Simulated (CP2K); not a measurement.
The system is Ta.

```
CELL_PARAMETERS angstrom
2.90037 0.00000 0.00000
-1.45019 2.51180 0.00000
0.00000 0.00000 5.16627
ATOMIC_POSITIONS crystal
Ta 0.33333 0.66667 0.25000
Ta 0.66667 0.33333 0.75000
```

This isn't the form of Ta at room conditions, which is bcc.

Base run:

```yaml
Program: CP2K 2026.2
Functional: vdW-DF2
Potentials_or_basis: POTENTIAL_UZH Ta GTH-PBE-q13; TZVP-MOLOPT-PBE-GTH basis
Density_cutoff: 9184 eV
k_mesh: 11 × 11 × 5
Occupations: fermi-dirac, width 0.05 eV
Spin: no spin polarisation
```

Its results: band gap on the k mesh none (metal or under the smearing width); pressure 7.5 GPa.

After a change of settings the same cell gave: band gap on the k mesh none (metal or under the smearing width); pressure -2.0 GPa. Which change was it?
A. functional from vdW-DF2 to HLE16
B. functional from vdW-DF2 to HLE17
C. functional from vdW-DF2 to PBE
D. functional from vdW-DF2 to PBEsol

C.

Caveats: the basis of atomic orbitals isn't converged, which shifts pressures, moduli and gaps; the potentials were made for another functional, which shifts forces and pressure (some runs).
